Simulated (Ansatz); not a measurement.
## Ta: opening a crack plane

Ta, Im-3m, a = 3.319 Å. Ansatz: PBE, PAW, 420 eV, Γ-centred 22×22×7 mesh on 4 atoms, Gaussian smearing 0.15 eV; no spin polarisation. One cut on (011) per cell of 4 atoms is opened rigidly by x, between planes of Ta and Ta that stand 2.35 Å apart; y is the energy per area (7.788 Å², 1 eV/Å² = 16.02 J/m²).

| x (Å) | y (J/m²) |
| --- | --- |
| 0.00 | 0.000 |
| 0.50 | 0.820 |
| 1.00 | 2.234 |
| 2.00 | ? |
| 3.00 | 4.656 |
| 6.00 | 4.830 |

**Question.** Fit the universal binding curve y = W[1 − (1 + x/l) e^(−x/l)] to the other rows, give the peak stress, and predict the missing value.

**Answer.** Least squares gives W = 4.88 J/m² and l = 0.649 Å. The stress dy/dx peaks at x = l with W/(e l) = 27.7 GPa, for rigid faces. At x = 2.00: x/l = 3.082, y = 3.966 J/m². The run gave 4.054 J/m², so the fit is 0.088 J/m² too low, within twice the rms miss on the fitted rows (0.045 J/m²).

Spin–orbit coupling is left out, which can shift energies with elements as heavy as these.

Cost: 6 runs of about 13 core-minutes in all, on Intel Xeon Processor @ 2.50GHz (Skylake/Cascade Lake) (shared hosts).

Separating the planes costs energy steeply at first and then levels off: most of the work is spent by 2.00 Å, and little is gained between 3.00 and 6.00 Å. This is the signature of metallic cohesion lost as orbital overlap across the cut decays roughly exponentially. In a group 5 metal the filled d states are mainly bonding, so breaking them makes both the work of separation and the peak stress large, even on the close-packed plane of the bcc lattice.

The universal form captures this well, but its misses are not random. It lies above the computed energy at 0.50 and 6.00 Å and below it at 2.00 and 3.00 Å, so the real curve starts more softly and then saturates more sharply than a single decay length allows. The fitted W is therefore probably slightly too high, and the peak stress is less certain than the plateau. That stress is an ideal limit for uniform decohesion, not a fracture strength, since dislocation slip competes with cleavage in ductile tantalum.
